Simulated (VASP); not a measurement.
# AgCl, relaxation of the cell: which settings are enough?

AgCl, Pm-3m (no. 221), 2 atoms in the cell. PBE; PAW potentials Ag, Cl (PBE set). VASP 6.6.1. The cell is changed on purpose: volume scaled by 1.03.

Wanted: cell volume within 0.2 %; lattice lengths within 0.1 %; shortest distances from each atom, periodic images included within 0.005 Å.

What the run is for: cell; Accuracy asked: standard.

The series start from Plane-wave cutoff (eV): 390; k-point mesh: 5 × 5 × 5; Relaxation passes: 2; Ionic threshold (EDIFFG): -0.005; Electronic threshold (eV): 1e-6; Precision mode (PREC): Accurate; Relaxation algorithm: IBRION=2 POTIM=0.5. Each series keeps the choices made before it, and each single choice may use up half of a tolerance. Times cover all steps of a run.

## Plane-wave cutoff (eV)

| Plane-wave cutoff (eV) | Cell volume (Å³) | Lattice lengths, largest deviation against the largest value | Shortest distances from each atom, periodic images included, largest deviation (Å) | Time (s) |
|---|---|---|---|---|
| 260 | 39.1 | 1.1 % | 0.0317 | 15 |
| 300 | 40.02 | 0.3 % | 0.0089 | 14 |
| 340 | 39.95 | 0.36 % | 0.0107 | 18 |
| 390 | 40.12 | 0.22 % | 0.0064 | 17 |
| 460 | 40.33 | 0.038 % | 0.0011 | 20 |
| 550 | 40.33 | 0.042 % | 0.0013 | 31 |
| 690 (reference) | 40.38 | 0 % | 0.0000 | 38 |

Chosen: 690; the next looser run is off by more than half of the tolerance, so convergence isn't shown beyond this value.

## k-point mesh

| k-point mesh | Cell volume (Å³) | Lattice lengths, largest deviation against the largest value | Shortest distances from each atom, periodic images included, largest deviation (Å) | Time (s) |
|---|---|---|---|---|
| 3 × 3 × 3 | 40.77 | 0.35 % | 0.0105 | 29 |
| 4 × 4 × 4 | 40.54 | 0.16 % | 0.0048 | 32 |
| 5 × 5 × 5 | 40.38 | 0.029 % | 0.0009 | 38 |
| 7 × 7 × 7 | 40.35 | 0.002 % | 0.0001 | 51 |
| 8 × 8 × 8 (reference) | 40.34 | 0 % | 0.0000 | 82 |

Chosen: 5 × 5 × 5, the loosest value from which every tighter one stays within half of the tolerance.

## Relaxation passes

| Relaxation passes | Cell volume (Å³) | Lattice lengths, largest deviation against the largest value | Shortest distances from each atom, periodic images included, largest deviation (Å) | Time (s) |
|---|---|---|---|---|
| 1 | 40.38 | 0 % | 0.0000 | 24 |
| 2 | 40.38 | 0 % | 0.0000 | 38 |
| 3 (reference) | 40.38 | 0 % | 0.0000 | 40 |

Chosen: 1.

## Ionic threshold (EDIFFG)

| Ionic threshold (EDIFFG) | Cell volume (Å³) | Lattice lengths, largest deviation against the largest value | Shortest distances from each atom, periodic images included, largest deviation (Å) | Time (s) |
|---|---|---|---|---|
| -0.05 | 40.61 | 0.22 % | 0.0065 | 24 |
| -0.02 | 40.38 | 0.026 % | 0.0008 | 25 |
| -0.01 | 40.38 | 0.026 % | 0.0008 | 24 |
| -0.005 | 40.38 | 0.026 % | 0.0008 | 24 |
| -0.002 (reference) | 40.35 | 0 % | 0.0000 | 28 |

Chosen: -0.02.

## Electronic threshold (eV)

| Electronic threshold (eV) | Cell volume (Å³) | Lattice lengths, largest deviation against the largest value | Shortest distances from each atom, periodic images included, largest deviation (Å) | Time (s) |
|---|---|---|---|---|
| 0.0001 | 40.59 | 0.18 % | 0.0055 | 16 |
| 1e-5 | 40.4 | 0.027 % | 0.0008 | 24 |
| 1e-6 | 40.38 | 0.01 % | 0.0003 | 25 |
| 1e-7 (reference) | 40.37 | 0 % | 0.0000 | 26 |

Chosen: 1e-5.

## Precision mode (PREC)

| Precision mode (PREC) | Cell volume (Å³) | Lattice lengths, largest deviation against the largest value | Shortest distances from each atom, periodic images included, largest deviation (Å) | Time (s) |
|---|---|---|---|---|
| Normal | 40.4 | 0.00058 % | 0.0000 | 14 |
| Accurate (reference) | 40.4 | 0 % | 0.0000 | 24 |

Chosen: Normal.

## Relaxation algorithm

| Relaxation algorithm | Cell volume (Å³) | Lattice lengths, largest deviation against the largest value | Shortest distances from each atom, periodic images included, largest deviation (Å) | Time (s) |
|---|---|---|---|---|
| IBRION=2 POTIM=0.5 | 40.4 | 0 % | 0.0000 | 14 |
| IBRION=2 POTIM=0.2 | 40.39 | 0.011 % | 0.0003 | 13 |
| IBRION=1 POTIM=0.5 | 40.4 | 0.0023 % | 0.0001 | 14 |
| IBRION=1 POTIM=0.2 | 40.59 | 0.15 % | 0.0045 | 11 |

Chosen: IBRION=2 POTIM=0.5; no other choice that stays within half of the tolerance saves 30 % of the time.

## All choices together

| Input | Cell volume (Å³) | Lattice lengths, largest deviation against the largest value | Shortest distances from each atom, periodic images included, largest deviation (Å) | Time (s) |
|---|---|---|---|---|
| the program's defaults (naive) | 39.34 | 0.83 % | 0.0245 | 4.1 |
| chosen settings | 40.4 | 0.055 % | 0.0016 | 14 |
| reference settings throughout | 40.34 | 0 % | 0.0000 | 99 |

The chosen settings stay within the tolerance of the reference run, but the reference itself isn't shown to be converged in: Plane-wave cutoff (eV).

Values of the reference run: Lattice lengths: 3.429, 3.429, 3.429 Å; Shortest distances from each atom, periodic images included: 2.97, 2.97, 2.97, 2.97, 2.97, 2.97, 2.97, 2.97 Å.

## The input

INCAR.step1:
```
SYSTEM = AgCl
  ALGO = Normal
  EDIFF = 1E-5
  EDIFFG = -0.02
  EFERMI = MIDGAP
  ENCUT = 690
  GGA = PE
  GGA_COMPAT = .False.
  IBRION = 2
  ISIF = 3
  ISMEAR = 0
  LASPH = .True.
  LCHARG = .False.
  LREAL = .False.
  LWAVE = .False.
  NELM = 120
  NELMIN = 4
  NSW = 80
  POTIM = 0.5
  PREC = Normal
  SIGMA = 0.03
```

INCAR.step2, as INCAR.step1 but for:
```
- EDIFFG = -0.02
- IBRION = 2
- ISIF = 3
- NELMIN = 4
- NSW = 80
- POTIM = 0.5
+ ISIF = 2
```

KPOINTS:
```
Automatic mesh
0
Gamma
  5 5 5
  0 0 0
```

POSCAR.step1:
```
AgCl
1.0
    3.4679749440      0.0000000000      0.0000000000
    0.0000000000      3.4679749440      0.0000000000
    0.0000000000      0.0000000000      3.4679749440
Ag Cl
1 1
Direct
    0.0000000000      0.0000000000      0.0000000000
    0.5000000000      0.5000000000      0.5000000000
```

Commands (each step's output is kept before the next begins):
```
cat potpaw_PBE.64/Ag/POTCAR potpaw_PBE.64/Cl/POTCAR > POTCAR
cp INCAR.step1 INCAR
cp POSCAR.step1 POSCAR
mpirun -np 1 vasp_std > vasp.out
cp CONTCAR POSCAR
cp INCAR.step2 INCAR
mpirun -np 1 vasp_std > vasp.out
```

The chosen input took VASP 6.6.1 14 s on 1 core (Intel Xeon Platinum 8259CL @ 2.50GHz (Skylake/Cascade Lake)), a shared host.

## An input that fails: cell relaxed at a low cutoff

It runs to its end, but against the unchanged starting input it is off by 31 % in the cell volume, 12 % in the lattice lengths, 0.3459 Å in the shortest distances from each atom, periodic images included.

Changes against the starting input:
```
(all steps)
- PREC = Accurate
- NELM = 120
- ENCUT = 390
+ PREC = Low
+ NELM = 97
+ ENCUT = 180
```
